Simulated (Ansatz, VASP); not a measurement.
Given: the input of a run of Ansatz 0.2.0 on Mg2Ge.

The input input.yaml:

```yaml
crystal:
  lattice:
    - [0.0, 3.1675966705, 3.1675966705]
    - [3.1675966705, 0.0, 3.1675966705]
    - [3.1675966705, 3.1675966705, 0.0]
  atoms:
    - { symbol: Ge, position: [0.0, 0.0, 0.0] }
    - { symbol: Mg, position: [0.75, 0.75, 0.75] }
    - { symbol: Mg, position: [0.25, 0.25, 0.25] }
hamiltonian:
  xc: pbe
  pseudopotentials: { kind: paw }
kpoints:
  mp_grid: { grid: [7, 7, 7] }
scf:
  occupations: { method: fermi_dirac, width: 0.05 }
output:
  forces: true
  stress: true
  eigenvalues: true
```

Potentials or basis: Ansatz PAW.

Run with:

```console
$ ansatz run input.yaml --threads 1 --pin off --max-ram 3584MiB --backend cpu --events-out ev --progress --plain --runs-dir out
```

**Question.** Set up the same calculation for VASP 6.6.1. Potentials there: VASP PAW PBE potentials, release 64 (Ge_d, Mg).

**Answer.** As run (the cutoff follows the program's own potentials):

INCAR

```
SYSTEM = Mg2Ge
  PREC = Accurate
  ENCUT = 520
  EDIFF = 1E-7
  ISMEAR = -1
  SIGMA = 0.05
  LREAL = .FALSE.
  LASPH = .TRUE.
  NELM = 100
  ALGO = Normal
  ISIF = 2
  LWAVE = .FALSE.
  LCHARG = .FALSE.
  GGA = PE
  NBANDS = 16
```

Contents of KPOINTS:

```
Automatic mesh
0
G
  7 7 7
  0 0 0
```

Contents of POSCAR:

```
Mg2Ge
1.0
    0.0000000000      3.1675966705      3.1675966705
    3.1675966705      0.0000000000      3.1675966705
    3.1675966705      3.1675966705      0.0000000000
Ge Mg
1 2
Direct
    0.0000000000      0.0000000000      0.0000000000
    0.7500000000      0.7500000000      0.7500000000
    0.2500000000      0.2500000000      0.2500000000
```

Potentials or basis: VASP PAW PBE potentials, release 64 (Ge_d, Mg).

The run is started by

```bash
$ cat potpaw_PBE.64/Ge_d/POTCAR potpaw_PBE.64/Mg/POTCAR > POTCAR
$ mpirun -np 1 vasp_std > vasp.out
```

Both were run:

|  | VASP | Ansatz | Ansatz less VASP |
| --- | --- | --- | --- |
| gap on the k mesh at the Fermi level (eV) | 0.26 | 0.26 | +0.003 |
| least direct gap on the mesh (eV) | 1.17 | 1.18 | +0.004 |
| pressure (GPa) | 2.0 | 2.2 | +0.15 |

The two sets of potentials don't hold the same shells in valence.

Caveats: an odd mesh through Γ misses points on the zone boundary, where band edges often lie (VASP); odd divisions of the mesh miss points on the zone boundary, where band edges often lie, so the gap on the mesh can be too wide (Ansatz).
